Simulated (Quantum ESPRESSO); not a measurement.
Sb:

```
Sb
1.0
     0.00000    2.37124    2.37124
     2.37124    0.00000    2.37124
     2.37124    2.37124    0.00000
Sb
1
Direct
  0.00000 0.00000 0.00000
```

This isn't the form of Sb at room conditions, which is rhombohedral.

| Property | Result |
| --- | --- |
| Program | Quantum ESPRESSO 7.5 |
| Task | single point |
| Functional | PBE |
| Potentials or basis | SSSP 1.3 efficiency PBE |
| Cutoff | 748 eV |
| Density cutoff | 5987 eV |
| k mesh | 10 × 10 × 10 |
| Occupations | fermi-dirac, width 0.05 eV |
| Spin | no spin polarisation |

On this cell: pressure 2.0 GPa; band gap on the k mesh none (metal or under the smearing width).

The same run follows on a disturbed copy (cell strained at random at fixed volume):

```
CELL_PARAMETERS angstrom
-0.01676 2.38071 2.40165
2.36975 0.04435 2.34054
2.40963 2.35947 0.00447
ATOMIC_POSITIONS crystal
Sb 0.99246 0.01309 0.98926
```

Q: What does the disturbed cell give?

A: The energy (extrapolated to zero smearing) moves by -1.9 meV/atom; pressure 1.9 GPa; band gap on the k mesh none (metal or under the smearing width).

Stress tensor (GPa, compression positive):
```
1.98 0.41 0.23
0.41 2.03 0.06
0.23 0.06 1.61
```

The energy falls, though the first cell shows no forces: that form is unstable against this distortion, unless noise or another electronic state is at work.
